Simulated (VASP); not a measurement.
Set up this calculation in VASP 6.6.1, as the native input.

```
Task                   : relaxation of cell and atoms
Functional             : LDA
Potentials or basis    : VASP PAW LDA potentials, release 64 (Ni)
Cutoff                 : 600 eV
k mesh                 : 20 × 20 × 20
Occupations            : gaussian, width 0.1 eV
Spin                   : collinear spin, ferromagnetic start
Starting moments       : [1.0] μB
Further INCAR settings : ALGO = Normal; EDIFF = 1e-07; IBRION = 2; EDIFFG = -0.005; NSW = 90; ISIF = 3
```

The structure of Ni lies in POSCAR:

```
Ni
1.0
    0.0000000000      1.7756500000      1.7756500000
    1.7756500000      0.0000000000      1.7756500000
    1.7756500000      1.7756500000      0.0000000000
Ni
1
Direct
    0.0000000000      0.0000000000      0.0000000000
```

One way to write it, as run:

INCAR

```
  PREC = Accurate
  ENCUT = 600
  EDIFF = 1E-7
  ISMEAR = 0
  SIGMA = 0.1
  LREAL = False
  LASPH = True
  NELM = 100
  ALGO = Normal
  ISIF = 3
  LWAVE = False
  LCHARG = False
  ISPIN = 2
  MAGMOM = 1
  LORBIT = 11
  LMAXMIX = 4
  IBRION = 2
  NSW = 90
  EDIFFG = -0.005
```

KPOINTS

```
Automatic mesh
0
Gamma
  20 20 20
```

Potentials or basis: VASP PAW LDA potentials, release 64 (Ni).

Run with:

```bash
$ cat potpaw_LDA.64/Ni/POTCAR > POTCAR
$ mpirun -np 1 vasp_std > vasp.out
```

Results of the run:

```
Relaxed volume                                        : 10.03 Å³/atom
Relaxed cell                                          : a = 2.421 Å, b = 2.421 Å, c = 2.421 Å, α = 60.00°, β = 60.00°, γ = 60.00°
Space group after relaxing (to 0.05 Å)                : Fm-3m (No. 225)
Energy gained by relaxing                             : 86.7 meV/atom
Ionic steps                                           : 4
Pressure after relaxing                               : -0.1 GPa
Band gap on the k mesh                                : none (metal or under the smearing width)
Net moment                                            : 0.60 μB per cell
Site moments                                          : Ni +0.60 μB
Valence electrons inside the program's atomic spheres : Ni 9.48
```

Caveat: the volume moved by -10 % from the deposited cell, more than functionals usually miss.

It took 110 s on 1 thread of AMD EPYC 9R14 (Zen 4) (shared host), peak memory 0.15 GiB.
